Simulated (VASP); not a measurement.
AlCu3: single point with PBEsol

Crystal: AlCu3.

```
Cu Al
1.0
     3.63738    0.00000    0.00000
     0.00000    3.63738    0.00000
     0.00000    0.00000    3.63738
Cu Al
3 1
Direct
  0.00000 0.50000 0.50000
  0.50000 0.00000 0.50000
  0.50000 0.50000 0.00000
  0.00000 0.00000 0.00000
```

The cell comes from a database or a generator and needn't be the stable form of this composition.

```yaml
Program: VASP 6.6.1
Task: single point
Functional: PBEsol
Potentials_or_basis: VASP PAW PBE potentials, release 64 (Cu, Al)
Cutoff: 520 eV
k_mesh: 7 × 7 × 7
Occupations: fermi-dirac, width 0.05 eV
Spin: no spin polarisation
Ladder: free
Further_INCAR_settings: ALGO = Normal; EDIFF = 1e-07; NBANDS = 26
```

The pressure is -0.2 GPa and the band gap on the k mesh is none (metal or under the smearing width).

Levels at points of the mesh, in eV from the Fermi level:
```tsv
k point	band 15	band 16	band 17	band 18	band 19	band 20	band 21	band 22
(0.00, 0.00, 0.00)	-2.11	-2.11	-0.35	-0.35	-0.35	4.33	4.33	5.03
```

Wall time 27 s on 1 thread of Intel(R) Xeon(R) Platinum 8259CL CPU @ 2.50GHz (Skylake/Cascade Lake), on a shared host, peak memory 0.16 GiB.

Caveat: the PAW data sets were made with another functional, which shifts forces and pressure a little.
